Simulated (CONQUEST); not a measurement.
**Au under changes of volume**

One of the cells (16.855 Å³/atom); the others are scaled copies at fixed shape and fractional positions:

```xyz
2
Lattice="2.8779 0.0000 0.0000 0.0000 2.8779 0.0000 0.0000 0.0000 4.0700" Properties=species:S:1:pos:R:3 pbc="T T T"
Au    0.0000    0.0000    0.0000
Au    1.4390    1.4390    2.0350
```

| Item | Value |
| --- | --- |
| Program | CONQUEST 1.3 |
| Functional | PBEsol |
| Potentials or basis | PseudoDojo NC PBEsol, DZP, grid of 32 × 32 × 40 points |
| k mesh | 9 × 9 × 7 |
| Occupations | fermi-dirac, width 0.05 eV |
| Spin | no spin polarisation |

```tsv
volume (Å³/atom)	energy over the lowest point (meV/atom)	pressure (GPa)
15.843	?	?
16.181	26.08	11.2
16.518	8.74	5.9
16.855	0.00	2.6
17.529	3.73	-4.2
17.866	15.61	-6.8
```

**Question.** What does the run at 15.843 Å³/atom give?

**Answer.** Energy over the lowest point 55.33 meV/atom; pressure 16.4 GPa.

Worked out: A Birch-Murnaghan fit of order 3 (a polynomial in V^(-2/3)) to the other rows has its minimum at 17.09 Å³/atom with B0 = V·E''(V) = 171 GPa and B' = 3.3. It gives 52.21 meV/atom at 15.843 Å³/atom, against the run's 55.33, and -dE/dV = 14.6 GPa, against 16.4.

Energies are extrapolated to zero smearing.

Caveats: the basis of atomic orbitals isn't converged, which shifts pressures, moduli and gaps; the real-space grid breaks the cell's symmetry a little.
